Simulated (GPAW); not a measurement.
A calculation with GPAW 26.7.0 of MgS (Niningerite) (ASE script, structure from a POSCAR):

File run.py:

```python
from ase.dft.bandgap import bandgap
from ase.io import read, write
from ase.units import GPa
from gpaw import GPAW, PW

atoms = read('POSCAR')

calc = GPAW(mode=PW(650),
            xc='PBE',
            kpts={'size': (7, 7, 7), 'gamma': True},
            occupations={'name': 'fermi-dirac', 'width': 0.05},
            nbands=16,
            maxiter=120,
            txt='gpaw.txt')
atoms.calc = calc
energy = atoms.get_potential_energy()
forces = atoms.get_forces()
stress = atoms.get_stress()
calc.write('gs.gpw')
write('result.traj', atoms)
print(f'Energy: {energy:.6f} eV')
print('Forces (eV/A):')
print(forces.round(4))
print('Stress (GPa):', (stress / GPa).round(3))
print('Fermi level:', round(calc.get_fermi_level(), 4), 'eV')
print(f'Gap: {bandgap(calc)[0]:.4f} eV, direct: {bandgap(calc, direct=True)[0]:.4f} eV')
```

The input POSCAR:

```
MgS
1.0
    0.0000000000      2.6016500000      2.6016500000
    2.6016500000      0.0000000000      2.6016500000
    2.6016500000      2.6016500000      0.0000000000
S Mg
1 1
Direct
    0.5000000000      0.5000000000      0.5000000000
    0.0000000000      0.0000000000      0.0000000000
```

Potentials or basis: GPAW PAW data sets (gpaw-data 1.2.1), pw.

The run is started by

```sh
$ OMP_NUM_THREADS=1 python run.py
```

Problem. Write the same calculation in another form: ASE script, structure typed inline.

Solution. As run:

run.py

```python
from ase import Atoms
from ase.dft.bandgap import bandgap
from ase.io import write
from ase.units import GPa
from gpaw import GPAW, PW

atoms = Atoms(['S', 'Mg'],
              cell=[[0.0, 2.60165, 2.60165],
                    [2.60165, 0.0, 2.60165],
                    [2.60165, 2.60165, 0.0]],
              scaled_positions=[[0.5, 0.5, 0.5],
                                [0.0, 0.0, 0.0]],
              pbc=True)

calc = GPAW(mode=PW(650),
            xc='PBE',
            kpts={'size': (7, 7, 7), 'gamma': True},
            occupations={'name': 'fermi-dirac', 'width': 0.05},
            nbands=16,
            maxiter=120,
            txt='gpaw.txt')
atoms.calc = calc
energy = atoms.get_potential_energy()
forces = atoms.get_forces()
stress = atoms.get_stress()
calc.write('gs.gpw')
write('result.traj', atoms)
print(f'Energy: {energy:.6f} eV')
print('Forces (eV/A):')
print(forces.round(4))
print('Stress (GPa):', (stress / GPa).round(3))
print('Fermi level:', round(calc.get_fermi_level(), 4), 'eV')
print(f'Gap: {bandgap(calc)[0]:.4f} eV, direct: {bandgap(calc, direct=True)[0]:.4f} eV')
```

Potentials or basis: GPAW PAW data sets (gpaw-data 1.2.1), pw.

Command:

```sh
$ OMP_NUM_THREADS=1 python run.py
```

Both were run:

|  | ASE script, structure from a POSCAR | ASE script, structure typed inline |
| --- | --- | --- |
| Pressure | 1.0 GPa | 1.0 GPa |
| Band gap on the k mesh | 3.01 eV, indirect (least direct gap 3.72 eV) | 3.01 eV, indirect (least direct gap 3.72 eV) |

Keys that steer only the numerical path or the files written may differ.

Caveat: the cutoff is short for stress and forces, so pressures can be off by a GPa or more; an odd mesh through Γ misses points on the zone boundary, where band edges often lie.
